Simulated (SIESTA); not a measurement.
Crystal: BP.

```
CELL_PARAMETERS angstrom
0.00000 2.26900 2.26900
2.26900 0.00000 2.26900
2.26900 2.26900 0.00000
ATOMIC_POSITIONS crystal
P 0.75000 0.75000 0.75000
B 0.00000 0.00000 0.00000
```

Base run:

| Quantity | Value |
| --- | --- |
| Program | SIESTA 5.4.2 |
| Functional | PBE |
| Potentials or basis | PseudoDojo 0.4 standard (PBE files) |
| Basis | DZP (energy shift 0.003 Ry) |
| Grid cutoff | 500 Ry |
| Energy shift | 0.003 Ry |
| k mesh | 10 × 10 × 10 |
| Occupations | fermi-dirac, width 0.05 eV |
| Spin | no spin polarisation |

Its results: band gap on the k mesh 1.28 eV, indirect (least direct gap 3.42 eV); pressure 4.4 GPa.

Question: The run is repeated on the same cell with these changes: basis from DZP (energy shift 0.003 Ry) to SZ (energy shift 0.003 Ry). What comes out?

Answer: Band gap on the k mesh 3.36 eV, indirect (least direct gap 4.18 eV); pressure 17.8 GPa.

Caveats: the basis of atomic orbitals isn't converged, which shifts pressures, moduli and gaps; the basis has no polarisation orbitals (some runs); so large a pressure means that the cell lies far from this level's equilibrium, or that cutoff or potentials fall short (some runs).
